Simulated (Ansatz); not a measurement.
## A series in volume per atom on BaS

Results calculated with Ansatz 0.2.0, not measured. Plane-wave density functional theory, PAW datasets, Gaussian smearing 0.05 eV: one cell in which all forces lie under 0.002 eV/angstrom; stress (xx yy zz yz xz xy) and pressure positive in compression; site moments are of spin alone; formation energy from the elements run alike, uncorrected.

Cell of the first row (space group Fm-3m, No. 225):
```
CELL_PARAMETERS angstrom
0.00000 3.15420 3.15420
3.15420 0.00000 3.15420
3.15420 3.15420 0.00000
ATOMIC_POSITIONS crystal
Ba 0.50000 0.50000 0.50000
S 0.00000 0.00000 0.00000
```

Settings of every row: paw set soft_2; functional PBE; spin treatment none; moment partition spheres; spin axis none; wave cutoff 420 eV; k mesh 10x10x10; SCF start atoms; lower state search light; symmetry use detected.

Atom first moment, atom hubbard u: 0 on all atoms.

Limits: no spin-orbit coupling, which can matter with elements this heavy.

| row | volume per atom (Å³) | pressure (GPa) | energy above relaxed cell (meV per atom) | formation energy (eV per atom) |
| --- | --- | --- | --- | --- |
| 1 | 31.38 | 2.679 | 14.5 | -2.118 |
| 2 | 31.878 | 1.867 | 7.45 | -2.125 |
| 3 | 32.542 | 0.882 | 1.79 | -2.1307 |
| 4 | 32.902 | 0.392 | 0.37 | -2.1321 |
| 5 | 33.034 | 0.220 | 0.12 | -2.1323 |
| 6 | 33.206 | 0.000 | 0 | -2.1325 |
| 7 | 33.87 | -0.791 | 1.67 | -2.1308 |
| 8 | 34.535 | ? | ? | ? |
| 9 | 35.531 | -2.428 | 18.74 | -2.1137 |
| 10 | 36.527 | -3.216 | 36.35 | -2.0961 |

Question: what pressure and energy above relaxed cell should row 8 give?

Worked fit of pressure. Take u = (V_r/V)^(2/3) − 1 with V_r = 33.034 Å³ an atom, which is twice the finite (Eulerian) strain; such expansions in the strain, on which the Birch-Murnaghan equation of state is built, carry the rest volume and the bulk modulus. The shown rows have u = 0.03484, 0.02403, 0.01005, 0.00267, 0, -0.00346, -0.01652, -0.04742, -0.06481. Least squares give pressure = 0.2196 + 64.083 × u + 181.4 × u² + 162 × u³ GPa; a parabola predicts inner rows, each left out in turn, worse (root mean square 0.0045 against 0.00087 GPa). The rows lie off it by 0.000, 0.000, 0.000, 0.000, 0.000, 0.000, -0.001, 0.001, 0.000. The pressure vanishes at u = -0.0035, or V = 33.21 Å³ an atom, and there the bulk modulus at fixed shape and fractions is B = −V dP/dV = (2/3)(1 + u) dP/du = 41.7 GPa. The withheld row has u = -0.02919, so the fit gives 0.2196 + 64.083 × (-0.02919) + 181.4 × (-0.02919)² + 162 × (-0.02919)³ = -1.500 GPa.

The calculation gave -1.500 GPa. The fit meets it to the printed digit.

Worked fit of energy above relaxed cell. Take u = (V_r/V)^(2/3) − 1 with V_r = 33.034 Å³ an atom, which is twice the finite (Eulerian) strain; such expansions in the strain, on which the Birch-Murnaghan equation of state is built, carry the rest volume and the bulk modulus. The shown rows have u = 0.03484, 0.02403, 0.01005, 0.00267, 0, -0.00346, -0.01652, -0.04742, -0.06481. Least squares give energy above relaxed cell = 0.118 + 67.79 × u + 9821.6 × u² + 2311 × u³ meV per atom; a parabola predicts inner rows, each left out in turn, worse (root mean square 0.063 against 0.0035 meV per atom). All shown rows lie on it to the printed digit. Its lowest point lies at u = -0.0035, or V = 33.21 Å³ an atom, and the curvature there gives the bulk modulus at fixed shape and fractions, B = (4/9)(1 + u)² E″(u)/V = 41.7 GPa. The withheld row has u = -0.02919, so the fit gives 0.118 + 67.79 × (-0.02919) + 9821.6 × (-0.02919)² + 2311 × (-0.02919)³ = 6.45 meV per atom.

The calculation gave 6.44 meV per atom. The fit lies 0.01 meV per atom (0.028 % of the column's range) above it, one unit of the last digit.

The other values of row 8: formation energy -2.126 eV per atom.
